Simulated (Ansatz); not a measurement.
TaSi2:

```
Ta Si
1.0
     4.78390    0.00000    0.00000
    -2.39195    4.14298    0.00000
     0.00000    0.00000    6.57000
Ta Si
3 6
Cartesian
  -1.1960 2.0715 2.1900
  1.1960 2.0715 4.3800
  2.3920 0.0000 0.0000
  1.1407 0.6586 2.1900
  -1.2512 3.4844 4.3800
  2.3920 2.8258 0.0000
  1.2512 3.4844 2.1900
  3.6432 0.6586 4.3800
  0.0000 1.3172 0.0000
```

| Property | Result |
| --- | --- |
| Program | Ansatz 0.2.0 |
| Task | single point |
| Functional | PBE |
| Potentials or basis | all-electron LAPW, scalar-relativistic |
| Cutoff | 244 eV (chosen from the basis error) |
| Basis error allowed | 0.001 eV/atom |
| k mesh | 7 × 7 × 4 |
| Occupations | fermi-dirac, width 0.05 eV |
| Spin | no spin polarisation |

On this cell: pressure 2.4 GPa; largest force 0.032 eV/Å; band gap on the k mesh none (metal or under the smearing width).

The same run follows on a disturbed copy (atoms moved at random, drawn with an rms of 0.05 Å):

```
CELL_PARAMETERS angstrom
4.78390 0.00000 0.00000
-2.39195 4.14298 0.00000
0.00000 0.00000 6.57000
ATOMIC_POSITIONS crystal
Ta 0.00662 0.50555 0.33287
Ta 0.49832 0.50167 0.66792
Ta 0.50963 0.00957 0.99623
Si 0.31157 0.16488 0.32974
Si 0.16151 0.84620 0.65976
Si 0.83906 0.68458 0.99975
Si 0.67424 0.84471 0.33292
Si 0.83581 0.14758 0.66616
Si 0.16949 0.32025 0.99783
```

Q: What does the disturbed cell give?

A: The energy (extrapolated to zero smearing) moves by +10.0 meV/atom; pressure 2.7 GPa; largest force 0.750 eV/Å; band gap on the k mesh none (metal or under the smearing width).

Forces in eV/Å, atoms in the order of the input:
```
Ta  -0.461 -0.273 -0.193
Ta   0.279  0.006 -0.549
Ta  -0.488 -0.408  0.362
Si   0.439 -0.068  0.044
Si   0.044 -0.118  0.483
Si   0.387  0.067  0.018
Si   0.270 -0.033 -0.038
Si   0.071  0.697 -0.268
Si  -0.541  0.131  0.140
```

Stress tensor (GPa, compression positive):
```
 2.23 -0.20 -0.30
-0.20  2.34 -0.10
-0.30 -0.10  3.44
```
